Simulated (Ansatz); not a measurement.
**HgTe (Fm-3m): electronic heat capacity and spin susceptibility from the density of states**

All numbers below come from DFT PBE+D3(BJ), scalar-relativistic, plane waves, PAW in Ansatz.

Plane waves to 420 eV, a k mesh through Γ of 12×12×12 on the computed 2-atom cell and Gaussian smearing (0.10 eV); no spin polarisation.

Relaxed cell: Fm-3m, a = 6.040 Å, b = 6.040 Å, c = 6.040 Å, α = 90.00°, β = 90.00°, γ = 90.00°, 2 atoms in the primitive cell. This rock-salt form isn't the usual stable structure of the compound.

The density of states at the Fermi level is 1.192 states/eV in the cell of 2 atoms (1 formula unit; both spins, tetrahedra on a 18×18×18 mesh).

**Question.** What Sommerfeld coefficient and Pauli susceptibility does this give?

**Answer.** Per formula unit N(E_F) = 1.192 states/eV. γ = (π²/3) k_B² N(E_F) N_A = 2.357 mJ/(mol K²) per state/eV, so γ = 2.8 mJ/(mol K²), a mole of formula units. χ_P = μ_B² N(E_F) N_A = 3.23×10⁻⁵ emu/mol per state/eV gives 3.9×10⁻⁵ emu/mol. This is the bare band result: a measured γ of the same phase is as a rule larger by a factor 1 + λ from phonons and spin fluctuations, the spin part of χ is larger by the Stoner factor, and a measured χ also holds orbital and core terms. N(E_F) at one energy is sensitive to the mesh where the density of states has sharp peaks.

Spin-orbit coupling is left out, which matters for the bands of heavy elements.